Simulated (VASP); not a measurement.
Here is a VASP 6.6.1 calculation.

The input POSCAR:

```
CdTe
1.0
    0.0000000000      3.2799012424      3.2799012424
    3.2799012424      0.0000000000      3.2799012424
    3.2799012424      3.2799012424      0.0000000000
Cd Te
1 1
Direct
    0.0000000000      0.0000000000      0.0000000000
    0.2500000000      0.2500000000      0.2500000000
```

The input INCAR.step1:

```
PREC = Accurate ; ENCUT = 520
ISMEAR = 0 ; SIGMA = 0.01
LREAL = F ; LASPH = T
NELM = 80 ; NBANDS = 16
GGA = PE ; ALGO = Normal
EDIFF = 1E-4 ; LWAVE = T
LCHARG = F
```

INCAR.step2

```
PREC = Accurate ; ENCUT = 520
EDIFF = 1E-6 ; ISMEAR = 0
SIGMA = 0.01 ; LREAL = F
LASPH = T ; NELM = 80
ALGO = Normal ; ISIF = 2
LWAVE = F ; LCHARG = T
METAGGA = R2SCAN ; LMIXTAU = T
LELF = T ; LVHAR = T
NBANDS = 16 ; ISTART = 1
```

File KPOINTS:

```
Automatic mesh
0
Gamma
  4 4 4
```

Potentials or basis: VASP PAW PBE potentials, release 64 (Cd, Te).

Run with:

```console
$ cat potpaw_PBE.64/Cd/POTCAR potpaw_PBE.64/Te/POTCAR > POTCAR
$ cp INCAR.step1 INCAR
$ mpirun -np 1 vasp_std > vasp.out
$ cp INCAR.step2 INCAR
$ mpirun -np 1 vasp_std > vasp.out
```

Question: What does it give for the band gap on the k mesh?

Answer: 1.15 eV, direct.

Question: What does it give for the pressure?

Answer: 0.3 GPa.

Caveat: the PAW data sets were made with another functional, which shifts forces and pressure a little; spin-orbit coupling is left out, which moves the levels of the heavy elements.

**Measured values to compare with.**

From a printed reference work, data compilation, for a bulk crystal of CdTe at 0 K: band gap 1.607 eV.

Measured gap of CdTe: 1.607 eV (0 K; a printed reference work, data compilation). This calculation gives 1.15 eV (-0.46 eV). Spin-orbit coupling on Cd, Te is left out. The value is that of r2SCAN, without temperature or zero-point motion.
